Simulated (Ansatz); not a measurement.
The polar optical mode of ZnS at 1 GPa, worked through

Method: DFT PBE, scalar-relativistic, plane waves, PAW (Ansatz). Cutoff 420 eV, 10×10×10 k-points (Γ-centred), fixed occupations. No spin polarisation. Phonons by linear response, acoustic sum rule imposed.

The cell, relaxed at 1 GPa:
```cif
data_structure
_symmetry_space_group_name_H-M 'P 1'
_symmetry_Int_Tables_number 1
_cell_length_a 3.8312
_cell_length_b 3.8312
_cell_length_c 3.8312
_cell_angle_alpha 60.000
_cell_angle_beta 60.000
_cell_angle_gamma 60.000
_cell_volume 39.76
loop_
_atom_site_label
_atom_site_type_symbol
_atom_site_fract_x
_atom_site_fract_y
_atom_site_fract_z
_atom_site_occupancy
Zn1 Zn 0.00000 0.00000 0.00000 1
S1 S 0.75000 0.75000 0.75000 1
```

Linear response gives ν_TO = 266.7 cm⁻¹, Born charges ±2.005 e (positive on Zn) and ε∞ = 5.938. The primitive cell holds 39.764 Å³, and the masses are 65.380 and 32.060 amu.

Question: Find ν_LO and the static dielectric constant.

Answer: The long-wave field adds a restoring force: ω_LO² − ω_TO² = Z*²e²/(ε_vac ε∞ μV). In these units ν_LO² − ν_TO² = 4.92064×10⁷ Z*²/(μ V ε∞) cm⁻², with μ = m₁m₂/(m₁ + m₂) = 21.512 amu: 38943 cm⁻². So ν_LO = √(266.7² + 38943) = 331.7 cm⁻¹, and the run gives 331.7. Lyddane–Sachs–Teller then gives ε0 = ε∞ (ν_LO/ν_TO)² = 9.19, against 9.19 in the run (it forms both from the same three quantities, so the match checks the arithmetic only). Between ν_TO and ν_LO the dielectric function is negative and an undamped crystal reflects fully: a reststrahlen band from 30.1 to 37.5 μm.

Question: What do the Clausius–Mossotti polarisability and the Szigeti charge come to?

Answer: With the Lorentz local field, α = (3V/4π)(ε∞ − 1)/(ε∞ + 2) = 5.91 Å³ for the pair, and e_S = 3Z*/(ε∞ + 2) = 0.76 e. The Born charge includes the electrons' response to the dipole's own local field, and e_S takes that enhancement out. The Lorentz field assumes point-like polarisable ions, a poor picture once ε∞ is this large, since the electron clouds then overlap or are shared, so both numbers are formal here.

Question: How strongly does a slow electron couple to the LO mode?

Answer: For one isotropic parabolic band, Fröhlich's constant is α_F = (1/ε∞ − 1/ε0) √(m* Ry/ħω_LO), with Ry = 13.606 eV, ħω_LO = 41.1 meV and m* in free-electron masses: α_F = 0.0596 × 18.19 × √m* = 1.08 √m*. The band mass isn't part of this run; for m* = 0.1, 0.3 and 1 it gives 0.34, 0.59, 1.08. In weak coupling the polaron lies α_F ħω_LO below the band edge (24 meV at m* = 0.3) with a mass m*(1 + α_F/6); past α_F of about 5 or 6 that expansion fails. A semilocal functional's ε∞ tends to be too large, which taken alone lowers α_F.

Cost: 1 run of about 0.63 core-minutes, on Intel Xeon 6975P-C (Granite Rapids) (shared hosts).

The Born charge of 2.005 e almost equals the formal valence of zinc, but this doesn't make ZnS fully ionic. It measures the polarisation current as the sublattices move, and in a polar covalent, tetrahedral network part of that current is charge shifting along the Zn–S bonds. This dynamical charge drives the LO–TO splitting, while the electronic screening limits it. The lattice adds less to the static dielectric response than the electrons do, as expected for a semiconductor with mixed bonding rather than a strongly ionic salt.

The computed ε∞ lies above the measured value for zincblende ZnS, and the LO mode lies below its measured frequency by more than the TO mode does. Overscreening by the semilocal functional is the likely main cause, since it weakens the long-range restoring force that only the LO mode feels. The true reststrahlen band is therefore probably wider than the one given here. With a single pressure, the results don't show how compression changes the splitting or the effective charge.
